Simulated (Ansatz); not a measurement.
Crystal: SiC (Moissanite 6H).

```
Si C
1.0
     3.09500    0.00000    0.00000
    -1.54750    2.68035    0.00000
     0.00000    0.00000   15.17000
Si C
6 6
Direct
  0.66667 0.33333 0.45830
  0.33333 0.66667 0.95830
  0.66667 0.33333 0.79170
  0.33333 0.66667 0.29170
  0.00000 0.00000 0.62500
  0.00000 0.00000 0.12500
  0.66667 0.33333 0.33330
  0.33333 0.66667 0.83330
  0.66667 0.33333 0.66670
  0.33333 0.66667 0.16670
  0.00000 0.00000 0.50000
  0.00000 0.00000 0.00000
```

| Quantity | Value |
| --- | --- |
| Program | Ansatz 0.2.0 |
| Task | relaxation of cell and atoms |
| Functional | revPBE |
| Dispersion | D4 |
| Potentials or basis | Ansatz PAW |
| Cutoff | 420 eV (not typed: the program's choice for these potentials) |
| k mesh | 10 × 10 × 2 |
| Occupations | fermi-dirac, width 0.05 eV |
| Spin | no spin polarisation |

At the start: volume 10.49 Å³/atom.

Question: Where does the relaxation end?

Answer: It ends after 8 steps and the volume is 10.19 Å³/atom (-2.9 %); space group P6_3mc (No. 186, to 0.05 Å).

The path:
```csv
step,energy change (eV),largest force (eV/Å),volume (Å³)
1,0.0000,0.1411,125.85
2,-0.0583,0.0739,123.91
3,-0.0760,0.0158,122.20
4,-0.0759,0.0071,122.29
5,-0.0760,0.0002,122.29
6,-0.0712,0.0002,122.29
7,-0.0712,0.0001,122.25
8,-0.0712,0.0001,122.25
```

Final structure:
```
Si C
1.0
     3.06404    0.00000    0.00000
    -1.53202    2.65354    0.00000
     0.00000    0.00000   15.03596
Si C
6 6
Direct
  0.66667 0.33333 0.45829
  0.33333 0.66667 0.95829
  0.66667 0.33333 0.79182
  0.33333 0.66667 0.29182
  0.00000 0.00000 0.62502
  0.00000 0.00000 0.12502
  0.66667 0.33333 0.33331
  0.33333 0.66667 0.83331
  0.66667 0.33333 0.66685
  0.33333 0.66667 0.16685
  0.00000 0.00000 0.49969
  0.00000 0.00000 0.99969
```

Caveat: the plane-wave basis is chosen anew once the cell has moved, so the energies of steps on either side of that aren't comparable; the PAW data sets come from PBE, with cores solved anew for the run's functional, which leaves a small shift of forces and pressure.
